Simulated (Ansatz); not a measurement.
# Ir: other elements on the same sites

The task here is to estimate one member of a computed series from the others.

Program: Ansatz 0.2.0. Level of theory: DFT PBEsol, scalar-relativistic, plane waves, PAW. These are calculated values, not measurements.

1 further run of the same task is left out (set aside as unsound or not needed).

## The structure to begin with

It takes space group Fm-3m (No. 225, cubic). The conventional cell has a = 3.830 Å, b = 3.830 Å, c = 3.830 Å, α = 90.00°, β = 90.00°, γ = 90.00°. Ir (site symmetry m-3m) has 12 Ir at 2.71 Å as nearest neighbours.

As a file:

```cif
data_structure
_symmetry_space_group_name_H-M 'Fm-3m'
_symmetry_Int_Tables_number 225
_cell_length_a 3.8301
_cell_length_b 3.8301
_cell_length_c 3.8301
_cell_angle_alpha 90.000
_cell_angle_beta 90.000
_cell_angle_gamma 90.000
_cell_volume 56.19
loop_
_atom_site_label
_atom_site_type_symbol
_atom_site_symmetry_multiplicity
_atom_site_Wyckoff_symbol
_atom_site_fract_x
_atom_site_fract_y
_atom_site_fract_z
_atom_site_occupancy
Ir1 Ir 4 a 0.00000 0.00000 0.00000 1
```

It goes back to an entry of the Materials Project.

It is the result of an earlier relaxation at this level (volume 14.05 Å³/atom; gap on the mesh: none (metal)).

The first run:

Input file input.yaml:

```yaml
crystal:
  lattice:
    - [0.0, 2.2229131116, 2.2229131116]
    - [2.2229131116, 0.0, 2.2229131116]
    - [2.2229131116, 2.2229131116, 0.0]
  atoms:
    - { symbol: Hf, position: [0.0, 0.0, 0.0] }
basis:
  ecutwfc: 420
kpoints:
  mp_grid: { grid: [8, 8, 8] }
hamiltonian:
  xc: pbesol
scf:
  occupations: { method: gaussian, width: 0.1 }
output:
  forces: true
  stress: true
  eigenvalues: true
```

The run is started by

```bash
$ ansatz run input.yaml --threads 1 --pin off --max-ram 2560MiB --backend cpu --events-out ev --progress --plain --runs-dir out
```

Steps of the session up to this table: Quick check of gap, pressure and forces (Hf); Full relaxation (Hf); Quick check of gap, pressure and forces (Rh); Rough relaxation on the coarse mesh (Rh); Full relaxation (Rh); Quick check of gap, pressure and forces (Pt); A loose first relaxation (Pt); Relaxing cell and atoms (Pt).

One table of the session follows, with a row left open; its other results are not shown here.

Lengths are those of the vectors of the cell that was run:

```
   swap  volume (Å³/atom)  a (Å)  b (Å)  c (Å)
   none             14.05  2.708  2.708  2.708
Ir → Sn             26.55  3.349  3.349  3.349
Ir → Co             10.43  2.452  2.452  2.452
Ir → Hf             21.56  3.124  3.124  3.124
Ir → Rh                 ?      ?      ?      ?
Ir → Pt             15.04  2.770  2.770  2.770
```

**Question.** Estimate the row for Ir → Rh.

The run gave: volume (Å³/atom): 13.50; a (Å): 2.673; b (Å): 2.673; c (Å): 2.673. In the column «volume (Å³/atom)» it lies between Ir → Co (10.43) and none (14.05).

Lengths are those of the computed cell. Rows of earlier swaps come from the sessions before.
